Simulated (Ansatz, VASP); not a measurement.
One calculation of InP, two programs

File INCAR:

```
SYSTEM = InP
PREC = Accurate ; ENCUT = 520
EDIFF = 1E-6 ; ISMEAR = -1
SIGMA = 0.05 ; LREAL = .False.
LASPH = .True. ; NELM = 80
ALGO = Normal ; ISIF = 2
LWAVE = .False. ; LCHARG = .False.
GGA = PS ; NBANDS = 16
```

The input KPOINTS:

```
regular mesh
0
Gamma
  8 8 8
  0 0 0
```

Contents of POSCAR:

```
InP
1.0
    0.0000000000      2.8706770916      2.8706770916
    2.8706770916      0.0000000000      2.8706770916
    2.8706770916      2.8706770916      0.0000000000
In P
1 1
Direct
    0.0000000000      0.0000000000      0.0000000000
    0.7500000000      0.7500000000      0.7500000000
```

Contents of input.yaml:

```yaml
crystal:
  lattice:
    - [0.0, 2.8706770916, 2.8706770916]
    - [2.8706770916, 0.0, 2.8706770916]
    - [2.8706770916, 2.8706770916, 0.0]
  atoms:
    - { symbol: In, position: [0.0, 0.0, 0.0] }
    - { symbol: P, position: [0.75, 0.75, 0.75] }
kpoints:
  mp_grid: { grid: [8, 8, 8] }
scf:
  occupations: { method: fermi_dirac, width: 0.05 }
hamiltonian:
  xc: pbesol
  pseudopotentials: { kind: all_electron, lapw: { basis_error: 0.0005 } }
output:
  forces: true
  stress: true
  eigenvalues: true
```

Change from the starting cell: volume scaled by 0.94.

Alike in both runs: task single point; functional PBEsol; k mesh 8 × 8 × 8; occupations fermi-dirac, width 0.05 eV; no spin polarisation.

|  | VASP | Ansatz |
| --- | --- | --- |
| version | VASP 6.6.1 | Ansatz 0.2.0 |
| potentials or method | VASP PAW PBE potentials, release 64 (In_d, P) | all-electron LAPW, scalar-relativistic |
| plane-wave cutoff (eV) | 520 | see its input |

|  | VASP | Ansatz | Ansatz less VASP |
| --- | --- | --- | --- |
| gap on the k mesh at the Fermi level (eV) | 0.94 | 0.94 | -0.001 |
| least direct gap on the mesh (eV) | 0.94 | 0.94 | -0.001 |
| pressure (GPa) | 5.5 | 5.6 | +0.03 |

Ansatz ran all-electron here, so the differences hold the error of VASP's frozen core and of both bases.

Caveats: spin-orbit coupling is left out, which moves the levels of the heavy elements; the PAW data sets were made with another functional, which shifts forces and pressure a little (VASP).
